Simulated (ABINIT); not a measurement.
The system is BP.

```
CELL_PARAMETERS angstrom
0.00000 2.26900 2.26900
2.26900 0.00000 2.26900
2.26900 2.26900 0.00000
ATOMIC_POSITIONS crystal
P 0.75000 0.75000 0.75000
B 0.00000 0.00000 0.00000
```

Base run:

* Program: ABINIT 10.8.3 (patched build)
* Functional: PBEsol
* Potentials or basis: JTH PAW PBE v2.0
* Cutoff: 544 eV
* k mesh: 10 × 10 × 10
* Occupations: fermi-dirac, width 0.05 eV
* Spin: no spin polarisation

Its results: band gap on the k mesh 1.13 eV, indirect (least direct gap 3.36 eV); pressure -1.8 GPa.

Problem. After a change of settings the same cell gave: band gap on the k mesh 1.31 eV, indirect (least direct gap 3.45 eV); pressure 2.5 GPa. Which change was it?
A. functional from PBEsol to LDA-PZ; potentials or basis from JTH PAW PBE v2.0 to PseudoDojo NC SR LDA v0.4.1 standard; cutoff from 544 eV to 1034 eV
B. functional from PBEsol to HCTH407; potentials or basis from JTH PAW PBE v2.0 to PseudoDojo NC SR PBE v0.4.1 standard; cutoff from 544 eV to 1034 eV
C. functional from PBEsol to BP86
D. potentials or basis from JTH PAW PBE v2.0 to PseudoDojo NC SR PBEsol v0.4 stringent; cutoff from 544 eV to 1034 eV

Solution. C.

Caveats: the PAW data sets were made with another functional, which shifts forces and pressure a little.

Runs at the PBE level aren't shown here.
